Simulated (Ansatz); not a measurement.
Crystal: Li₂O, antifluorite type, 3 atoms in the cell.

All numbers below come from Ansatz 0.2.0 development build, PBE, plane waves, PAW datasets (generated soft set 1).

Cutoff 420 eV; k-mesh 41×41×41 Γ-centred; Fermi–Dirac smearing of 0.0612 eV; no spin polarisation.

**Question.** What equilibrium volume, lattice constant and bulk modulus does this give?

**Answer.** V₀ = 8.245 Å³/atom (a₀ = 4.625 Å), B₀ = 79.2 GPa, B₀′ = 3.85. The points behind the fit:

| V (Å³/atom) | a (Å) | E − E(min) (meV/atom) | P (GPa) |
| --- | --- | --- | --- |
| 7.746 | 4.5299 | 8.23 | 5.57 |
| 7.911 | 4.5618 | 3.57 | 3.54 |
| 8.076 | 4.5933 | 0.88 | 1.70 |
| 8.241 | 4.6243 | 0.00 | 0.04 |
| 8.405 | 4.6549 | 0.75 | -1.47 |
| 8.570 | 4.6852 | 2.98 | -2.85 |
| 8.735 | 4.7150 | 6.56 | -4.09 |

The published all-electron PBE values for this crystal (mean of FLEUR and WIEN2k, k-spacing 0.06 Å⁻¹; Bosoni et al., Nat. Rev. Phys. 6, 45 (2024)) are V₀ = 8.241 Å³/atom, B₀ = 79.3 GPa, B₀′ = 3.89.

The stress includes the program's correction for the finite plane-wave basis.
